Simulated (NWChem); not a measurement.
# C3H6O (propionaldehyde): levels of theory compared

Wanted: a comparison of 6 runs (HF/STO-3G, HF/3-21G, B3LYP/6-31G*, M06-2X/cc-pVDZ, PBE/cc-pVDZ, r2SCAN/cc-pVDZ) of C3H6O (propionaldehyde). 

Program for the calculation: NWChem 7.3.0.

1 further run of the same task is left out (set aside as unsound or not needed). Runs told in other sessions of the task aren't counted.

## Step 1: The molecule

C3H6O: 10 atoms, total charge 0, spin state singlet. As SMILES, `CCC=O`. Geometry: relaxed at PBE0-D4/def2-TZVP. This is one conformer, not always the lowest.

Bond lengths: C1–C2 1.524 Å, C2–C3 1.499 Å, C3–O4 1.200 Å, C1–H5 1.091 Å, C1–H6 1.093 Å, C1–H7 1.092 Å, C2–H8 1.091 Å, C2–H9 1.098 Å, C3–H10 1.115 Å. Some angles: C1–C2–C3 111.5°, C2–C3–O4 125.2°, C1–C2–H8 112.1°, C1–C2–H9 109.4°, C3–C2–H8 108.7°, C3–C2–H9 106.9°, C2–C1–H5 110.8°, C2–C1–H6 111.3°, C2–C1–H7 111.1°, C2–C3–H10 114.5°.

## Step 2: Energy and gradient at HF/STO-3G (run 1)

run.py reads:

```python
from ase import Atoms
from ase.calculators.nwchem import NWChem

molecule = Atoms('CCCOHHHHHH', positions=[
    [-0.707700, 0.551310, 0.734520],
    [0.009990, -0.611320, 0.059310],
    [0.904630, -0.138160, -1.046290],
    [0.876860, -0.536860, -2.177460],
    [-1.291210, 0.203260, 1.587990],
    [0.002580, 1.297550, 1.100060],
    [-1.389300, 1.048470, 0.041120],
    [-0.687970, -1.346680, -0.344940],
    [0.650120, -1.119310, 0.792320],
    [1.632020, 0.651720, -0.746620],
])

calc = NWChem(
    label='geom',
    theory='scf',
    memory='2200 mb',
    basis='STO-3G',
    basispar='spherical bse',
    scf={'nopen': '0', 'rhf': None, 'thresh': '1e-08', 'maxiter': '80'},
)
molecule.calc = calc

forces = molecule.get_forces()
print(f"energy = {molecule.get_potential_energy():.6f} eV")
print("forces (eV/A):")
for s, f in zip(molecule.symbols, forces):
    print(f"{s:2s} {f[0]:10.5f} {f[1]:10.5f} {f[2]:10.5f}")
print("dipole (e A):", molecule.get_dipole_moment().round(4))
```

Run with:

```bash
$ export ASE_NWCHEM_COMMAND="nwchem PREFIX.nwi > PREFIX.nwo"
$ python run.py
```

Standard output:

```text
energy = -5157.191692 eV
forces (eV/A):
C    -0.65219    0.76321    0.49967
C    -0.12999   -1.22220    1.03765
C     1.35585    1.62231    0.57953
O    -0.11241   -0.79175   -2.01071
H     0.10727    0.03769   -0.19180
H    -0.12881   -0.26637   -0.14882
H     0.17175   -0.13190    0.14681
H    -0.00170    0.17756    0.18867
H    -0.34129    0.08973   -0.14182
H    -0.26853   -0.27824    0.04078
dipole (e A): [-0.0402  0.0929  0.3666]
```

The calculator wrote geom.nwi:

```
title "geom"

permanent_dir geom

scratch_dir geom

start geom

geometry units angstrom nocenter noautosym noautoz
  C  -7.0770000000000000e-01 5.5130999999999997e-01 7.3451999999999995e-01
  C  9.9900000000000006e-03 -6.1131999999999997e-01 5.9310000000000002e-02
  C  9.0463000000000005e-01 -1.3816000000000001e-01 -1.0462899999999999e+00
  O  8.7685999999999997e-01 -5.3686000000000000e-01 -2.1774600000000000e+00
  H  -1.2912100000000000e+00 2.0326000000000000e-01 1.5879900000000000e+00
  H  2.5799999999999998e-03 1.2975500000000000e+00 1.1000600000000000e+00
  H  -1.3893000000000000e+00 1.0484700000000000e+00 4.1119999999999997e-02
  H  -6.8796999999999997e-01 -1.3466800000000001e+00 -3.4494000000000002e-01
  H  6.5012000000000003e-01 -1.1193100000000000e+00 7.9232000000000002e-01
  H  1.6320200000000000e+00 6.5171999999999997e-01 -7.4661999999999995e-01
end

memory 2200 mb

basis spherical bse noprint
   * library STO-3G
end

scf
  nopen 0
  rhf
  thresh 1e-08
  maxiter 80
end

task scf gradient
```

geom.nwo:

```text
Northwest Computational Chemistry Package (NWChem) 7.3.0
             --------------------------------------------------------

           Job information
           ---------------

    nwchem branch   = 7.3.0
    use scalapack   = T
    input           = geom.nwi
    prefix          = geom.
    data base       = geom/geom.db
    status          = startup
    nproc           =        1

           Memory information
           ------------------

    heap     =     72089600 doubles =      550.0 Mbytes
    stack    =     72089597 doubles =      550.0 Mbytes
    global   =    144179200 doubles =     1100.0 Mbytes (distinct from heap & stack)
    total    =    288358397 doubles =     2200.0 Mbytes
    verify   = yes
    hardfail = no

[... 137 lines left out ...]
 Convergence threshold     :          1.000E-08
[... 13 lines left out ...]
       Final RHF  results
[... 3 lines left out ...]
      One-electron energy =   -490.287210793024
[... 1 line left out ...]
 Nuclear repulsion energy =    117.065197708755
[... 34 lines left out ...]
                       ROHF Final Molecular Orbital Analysis
[... 214 lines left out ...]
                         RHF ENERGY GRADIENTS

    atom               coordinates                        gradient
                 x          y          z           x          y          z
   1 C      -1.337359   1.041825   1.388042    0.012683  -0.014842  -0.009717
   2 C       0.018878  -1.155227   0.112080    0.002528   0.023768  -0.020179
   3 C       1.709503  -0.261085  -1.977201   -0.026367  -0.031549  -0.011270
[... 6 lines of this table left out ...]
  10 H       3.084071   1.231572  -1.410907    0.005222   0.005411  -0.000793

                 ----------------------------------------
                 |  Time  |  1-e(secs)   |  2-e(secs)   |
                 ----------------------------------------
                 |  CPU   |       0.00   |       0.13   |
                 ----------------------------------------
                 |  WALL  |       0.00   |       0.13   |
                 ----------------------------------------

 Task  times  cpu:        1.6s     wall:        1.6s
 Total times  cpu:        1.6s     wall:        1.6s
```

Run time: 2.6 s. Hardware: 1 thread of INTEL XEON PLATINUM 8581C at 2.30GHz (Emerald Rapids), shared host; peak memory 0.1 GiB.

## Step 3: Energy and gradient at HF/3-21G (run 2)

job.nw reads:

```
start job
memory stack 880 mb heap 220 mb global 1100 mb
charge 0

geometry units angstroms noautosym nocenter noautoz
   C    -0.707700    0.551310    0.734520
   C     0.009990   -0.611320    0.059310
   C     0.904630   -0.138160   -1.046290
   O     0.876860   -0.536860   -2.177460
   H    -1.291210    0.203260    1.587990
   H     0.002580    1.297550    1.100060
   H    -1.389300    1.048470    0.041120
   H    -0.687970   -1.346680   -0.344940
   H     0.650120   -1.119310    0.792320
   H     1.632020    0.651720   -0.746620
end

basis spherical bse
   * library 3-21G
end

scf
   thresh 1e-08
   maxiter 80
   print medium
end

task scf gradient
```

Run with:

```bash
$ nwchem job.nw > job.out
```

Standard output:

```text
[...]
  functions       =    48
[...]
  wavefunction    = RHF
[...]
         Total SCF energy =   -190.873879185952
      One-electron energy =   -490.436592008789
      Two-electron energy =    182.497515114082
 Nuclear repulsion energy =    117.065197708755
        Time for solution =      1.4s
[...]
                         RHF ENERGY GRADIENTS
    atom               coordinates                        gradient
                 x          y          z           x          y          z
   1 C      -1.337359   1.041825   1.388042    0.008233  -0.012319  -0.006466
   2 C       0.018878  -1.155227   0.112080   -0.005659   0.016901  -0.003805
   3 C       1.709503  -0.261085  -1.977201   -0.010881  -0.018504  -0.010199
   4 O       1.657025  -1.014518  -4.114803   -0.000198   0.005871   0.014913
   5 H      -2.440033   0.384106   3.000866   -0.002975  -0.001596   0.004477
   6 H       0.004875   2.452014   2.078812    0.003095   0.004197   0.001885
   7 H      -2.625396   1.981321   0.077706   -0.003571   0.002794  -0.003366
   8 H      -1.300075  -2.544856  -0.651842   -0.003876  -0.005791  -0.002166
   9 H       1.228549  -2.115189   1.497268    0.005048  -0.002664   0.003202
  10 H       3.084071   1.231572  -1.410907    0.010783   0.011111   0.001525
[...]
```

It took 2.2 s on 1 thread of INTEL XEON PLATINUM 8581C at 2.30GHz (Emerald Rapids), shared host; peak memory 0.1 GiB.

Run 3 isn't shown in full; the table further down has it.

## Step 4: Energy and gradient at M06-2X/cc-pVDZ (run 4)

nw.nw reads:

```
start nw
title "C3H6O M06-2X"
memory total 2200 mb
charge 0

geometry units angstroms noautosym nocenter noautoz
  C     -0.707700     0.551310     0.734520
  C      0.009990    -0.611320     0.059310
  C      0.904630    -0.138160    -1.046290
  O      0.876860    -0.536860    -2.177460
  H     -1.291210     0.203260     1.587990
  H      0.002580     1.297550     1.100060
  H     -1.389300     1.048470     0.041120
  H     -0.687970    -1.346680    -0.344940
  H      0.650120    -1.119310     0.792320
  H      1.632020     0.651720    -0.746620
end

basis spherical bse
  * library cc-pVDZ
end

dft
  xc m06-2x
  grid xfine
  convergence energy 1e-08
  maxiter 100
  mulliken
end

task dft gradient
```

Run with:

```bash
$ nwchem nw.nw > nw.out
```

Standard output:

```text
[...]
          Wavefunction type:  closed shell.
          No. of atoms     :    10
          No. of electrons :    32
[...]
          Charge           :     0
          Spin multiplicity:     1
[...]
          AO basis - number of functions:    86
[...]
              XC Information
              --------------
                       M06-2X Method XC Functional
                     Hartree-Fock (Exact) Exchange  0.540
                        M06-2X Exchange Functional  1.000
                      M06-2X Correlation Potential  1.000
[...]
 d= 0,ls=0.0,diis     1   -192.9635080351 -3.10D+02  1.44D-02  7.46D-01     5.9
[...]
 d= 0,ls=0.0,diis    10   -193.0610970929 -6.34D-09  1.50D-06  4.43D-09    54.1
         Total DFT energy =     -193.061097092899
      One electron energy =     -492.438007549548
           Coulomb energy =      209.329539159650
    Exchange-Corr. energy =      -27.017826411756
 Nuclear repulsion energy =      117.065197708755
[...]
  wavefunction    = closed shell
                         DFT ENERGY GRADIENTS
    atom               coordinates                        gradient
                 x          y          z           x          y          z
   1 C      -1.337359   1.041825   1.388042   -0.000500   0.001355   0.000677
   2 C       0.018878  -1.155227   0.112080    0.000620  -0.000570  -0.002102
   3 C       1.709503  -0.261085  -1.977201   -0.000926  -0.001712  -0.000941
   4 O       1.657025  -1.014518  -4.114803    0.000728   0.002898   0.006279
   5 H      -2.440033   0.384106   3.000866    0.002533   0.001564  -0.003735
   6 H       0.004875   2.452014   2.078812   -0.003482  -0.003292  -0.001603
   7 H      -2.625396   1.981321   0.077706    0.003013  -0.002230   0.003302
   8 H      -1.300075  -2.544856  -0.651842    0.002789   0.002991   0.002467
   9 H       1.228549  -2.115189   1.497268   -0.002352   0.001899  -0.002805
  10 H       3.084071   1.231572  -1.410907   -0.002423  -0.002904  -0.001540
[...]
```

It took 68 s on 1 thread of INTEL XEON PLATINUM 8581C at 2.30GHz (Emerald Rapids), shared host; peak memory 0.15 GiB.

Run 5 isn't shown in full; the table further down has it.

## Step 5: Energy and gradient at r2SCAN/cc-pVDZ (run 6)

calc.xyz reads:

```xyz
10
C3H6O
C     -0.707700     0.551310     0.734520
C      0.009990    -0.611320     0.059310
C      0.904630    -0.138160    -1.046290
O      0.876860    -0.536860    -2.177460
H     -1.291210     0.203260     1.587990
H      0.002580     1.297550     1.100060
H     -1.389300     1.048470     0.041120
H     -0.687970    -1.346680    -0.344940
H      0.650120    -1.119310     0.792320
H      1.632020     0.651720    -0.746620
```

calc.nw reads:

```
start calc
title "C3H6O"
memory total 2200 mb
charge 0

geometry noautosym nocenter noautoz
   load calc.xyz
end

basis spherical bse
   * library cc-pVDZ
end

dft
   xc r2scan
   grid xfine
   convergence energy 1e-08
   maxiter 100
   mulliken
   noprint "final vectors analysis"
end

task dft gradient
```

Run with:

```bash
$ nwchem calc.nw > calc.out
```

Standard output:

```text
[...]
          Wavefunction type:  closed shell.
          No. of atoms     :    10
          No. of electrons :    32
[...]
          Charge           :     0
          Spin multiplicity:     1
[...]
          AO basis - number of functions:    86
[...]
              XC Information
              --------------
                      r^2SCAN Method XC Functional
               r^2SCAN metaGGA Exchange Functional  1.000
                     r^2SCAN Correlation Potential  1.000
[...]
 d= 0,ls=0.0,diis     1   -192.9403912867 -3.10D+02  2.21D-02  8.06D-01     5.7
[...]
 d= 0,ls=0.0,diis    11   -193.0383145424 -3.17D-10  1.01D-07  1.44D-10    57.5
         Total DFT energy =     -193.038314542441
      One electron energy =     -492.523561632981
           Coulomb energy =      209.417971009793
    Exchange-Corr. energy =      -26.997921628009
 Nuclear repulsion energy =      117.065197708755
[...]
      Total Density - Mulliken Population Analysis
     ---------------------------------------------
    Atom       Charge   Shell Charges
 -----------   ------   -------------------------------------------------------
    1 C    6     6.08   2.01  0.66  0.40  2.10  0.86  0.05
    2 C    6     6.08   2.01  0.67  0.42  2.11  0.80  0.06
    3 C    6     5.85   2.01  0.71  0.43  1.96  0.58  0.15
    4 O    8     8.20   2.01  0.86  0.89  2.80  1.62  0.02
    5 H    1     0.95   0.75  0.18  0.03
    6 H    1     0.96   0.75  0.18  0.03
    7 H    1     0.95   0.75  0.17  0.03
    8 H    1     0.96   0.75  0.18  0.03
    9 H    1     0.95   0.75  0.17  0.03
   10 H    1     1.02   0.76  0.23  0.03
[...]
  wavefunction    = closed shell
                         DFT ENERGY GRADIENTS
    atom               coordinates                        gradient
                 x          y          z           x          y          z
   1 C      -1.337359   1.041825   1.388042   -0.001262   0.002360   0.000523
   2 C       0.018878  -1.155227   0.112080    0.000411  -0.003351  -0.000909
   3 C       1.709503  -0.261085  -1.977201    0.001207  -0.001659  -0.009442
   4 O       1.657025  -1.014518  -4.114803    0.000901   0.006975   0.018338
   5 H      -2.440033   0.384106   3.000866    0.003371   0.001715  -0.004856
   6 H       0.004875   2.452014   2.078812   -0.004001  -0.004317  -0.002099
   7 H      -2.625396   1.981321   0.077706    0.003886  -0.002927   0.004003
   8 H      -1.300075  -2.544856  -0.651842    0.003811   0.004457   0.002803
   9 H       1.228549  -2.115189   1.497268   -0.003479   0.002854  -0.004322
  10 H       3.084071   1.231572  -1.410907   -0.004846  -0.006107  -0.004038
[...]
```

Run time: 71 s. Hardware: 1 thread of INTEL XEON PLATINUM 8581C at 2.30GHz (Emerald Rapids), shared host; peak memory 0.15 GiB.

## Step 6: All runs side by side

| run | level | iteration cap | module | energy (Eh) | dipole moment (D) | HOMO energy (eV) | LUMO energy (eV) | wall time |
| --- | --- | --- | --- | --- | --- | --- | --- | --- |
| 1 | HF/STO-3G | 80 | scf | -189.523301 | 1.83 | -8.99 | 8.15 | 2.6 s |
| 2 | HF/3-21G | 80 | scf | -190.873879 | 3.04 | -11.07 | 4.41 | 2.2 s |
| 3 | B3LYP/6-31G* (spherical functions) | 100 | dft | -193.139367 | 2.70 | -6.80 | -0.50 | 35 s |
| 4 | M06-2X/cc-pVDZ | 100 | dft | -193.061097 | 2.68 | -8.68 | 0.79 | 68 s |
| 5 | PBE/cc-pVDZ | 100 | dft | -192.903966 | 2.46 | -5.45 | -1.55 | 54 s |
| 6 | r2SCAN/cc-pVDZ | 100 | dft | -193.038315 | 2.63 | – | – | 71 s |

## Step 7: Outcome

| quantity | value |
| --- | --- |
| run 6: total energy | -193.03831 Eh |
| run 6: dipole moment | 2.63 D |
| run 6: largest force on an atom | 1.010 eV/Å |

What this shows: The dipole moment (its size) runs from 1.83 D (HF/STO-3G) to 3.04 D (HF/3-21G). Over runs 1, 2, 3, 4, 5 the HOMO–LUMO gap runs from 3.89 eV (PBE/cc-pVDZ) to 17.14 eV (HF/STO-3G). The two ends differ in method and basis. Totals of different functionals can't be ranked against each other. In run 1 the basis is minimal, so the values are rough. All runs together took 3.9 min, the longest 71 s.
